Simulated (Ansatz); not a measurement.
# TaN: how the axes shrink under pressure

TaN, P6/mmm, a = 5.264 Å, c = 2.922 Å. This isn't the usual stable structure of the compound. Ansatz: PBE, PAW, 420 eV, Γ-centred 12×12×12 mesh on 6 atoms, Gaussian smearing 0.10 eV; no spin polarisation. Cell and atoms are relaxed at each pressure, and no other structure is tried, so the rows at high pressure may lie past a change of phase. y = 100 ln(c/c0) with c0 = 2.9218 Å, so nearly a change in per cent. The pressures are the targets, met within 0.04 GPa.

```
P (GPa) y  100 ln(a/a0)
   -3.0      ?             ?
    0.0   0.00          0.00
    3.0  -0.16         -0.44
    8.0  -0.41         -1.15
   15.0  -0.73         -2.07
   30.0  -1.32         -3.82
   60.0  -2.16         -6.74
```

Question: Fit y = c1 P + c2 P² to the other rows, give the linear compressibility along c, and predict the missing y.

Answer: Least squares on the rows shown. y = −0.05253 P + 0.0002758 P². The linear compressibility along c is −c1/100 = 0.53 per TPa, against 1.45 along a from the same fit to the last column (its missing entry is 0.47): the crystal is softer along a at low pressure. At P = -3.0 the fit asked for gives 0.16. The run gave 0.17, so the fit is 0.01 too low, within twice the rms miss on the fitted rows (0.006).

Spin–orbit coupling is left out, which can shift energies with elements as heavy as these.